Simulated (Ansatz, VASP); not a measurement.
# TaN in VASP and in Ansatz

```
Ta N
1.0
     3.04800    0.00000    0.00000
    -1.52400    2.63965    0.00000
     0.00000    0.00000    4.86882
Ta N
2 2
Cartesian
  0.0000 0.0000 0.0000
  0.0000 0.0000 2.4344
  0.0000 1.7598 1.2172
  1.5240 0.8799 3.6516
```

Change from the starting cell: zz strain of -1 %.

Alike in both runs: task single point; functional PBE; k mesh 9 × 9 × 5; occupations fermi-dirac, width 0.01 eV; no spin polarisation.

|  | VASP | Ansatz |
| --- | --- | --- |
| version | VASP 6.6.1 | Ansatz 0.2.0 |
| potentials or method | VASP PAW PBE potentials, release 64 (Ta_pv, N), cutoff 520 eV | all-electron LAPW, scalar-relativistic |

|  | VASP | Ansatz | Ansatz less VASP |
| --- | --- | --- | --- |
| pressure (GPa) | 67.9 | 65.8 | -2.11 |
| largest component of the traceless stress (GPa) | 60.31 | 59.53 | -0.785 |

Ansatz ran all-electron here, so the differences hold the error of VASP's frozen core and of both bases.

Caveats: the cell as given lies far from equilibrium; so large a pressure means that the cell lies far from this level's equilibrium, or that cutoff or potentials fall short (VASP). The runs have no spin-orbit coupling, so splittings on Ta are missing.
